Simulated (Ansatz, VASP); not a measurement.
**Two plane-wave programs on Pb**

```
Pb
1.0
     0.00000    2.57565    2.57565
     2.57565    0.00000    2.57565
     2.57565    2.57565    0.00000
Pb
1
Direct
  0.00000 0.00000 0.00000
```

Alike in both runs: task single point; functional PBE; dispersion D4; k mesh 9 × 9 × 9; occupations gaussian, width 0.05 eV; no spin polarisation.

|  | VASP | Ansatz |
| --- | --- | --- |
| version | VASP 6.6.1 | Ansatz 0.2.0 |
| potentials or method | VASP PAW PBE potentials, release 64 (Pb_d) | SSSP precision PAW |
| plane-wave cutoff (eV) | 520 | 612 |
| valence electrons in the cell | 14 | 14 |

```tsv
	VASP	Ansatz	Ansatz less VASP
gap on the k mesh at the Fermi level (eV)	none	none	-
pressure (GPa)	-0.2	-0.1	+0.07
dispersion energy (meV/atom)	-389.9	-390.1	-0.22
```

A gap of «none» marks a metal or a gap that the smearing closes.

Caveats: pairwise dispersion overbinds metals, which lowers pressure and volume. Spin-orbit coupling is left out, which matters for the levels of Pb.
